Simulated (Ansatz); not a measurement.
## How the vibrations of TaN change with volume

Computed with DFT PBE, scalar-relativistic, plane waves, PAW in Ansatz 0.2.0. Plane waves to 420 eV; Γ-centred k mesh 18×18×14; Fermi-Dirac smearing of 0.15 eV. No spin polarisation. Phonons by linear response, acoustic sum rule imposed.

Relaxed structure:
```
CELL_PARAMETERS angstrom
2.95047 0.00000 0.00000
-1.47524 2.55518 0.00000
0.00000 0.00000 2.89735
ATOMIC_POSITIONS crystal
Ta 0.33333 0.66667 0.50000
N 0.00000 0.00000 0.00000
```

In a metal, frequencies depend on the k mesh and the smearing, soft modes most. Spin–orbit coupling is left out, which matters for heavy elements. A semilocal functional can close a gap that the real compound has.

Cells at 0.98 and 1.02 times the equilibrium volume were relaxed in shape and atoms; γ = −d ln ν / d ln V, modes matched by rank.

(1) Give the optical frequencies at Γ (cm⁻¹) at the three volumes and the mode Grüneisen parameters.

(2) What pressures hold the two strained cells, and what bulk modulus follows?

## Answers

(1)
| 0.98 V | V | 1.02 V | γ | degeneracy |
| --- | --- | --- | --- | --- |
| 528 | 510 | 493 | 1.73 | 2 |
| 555 | 530 | 506 | 2.31 | 1 |

(2) 7.10 GPa at 0.98 V and -6.37 GPa at 1.02 V, so B = −dP/d ln V ≈ 337 GPa.

This form isn't the usual stable structure of the compound.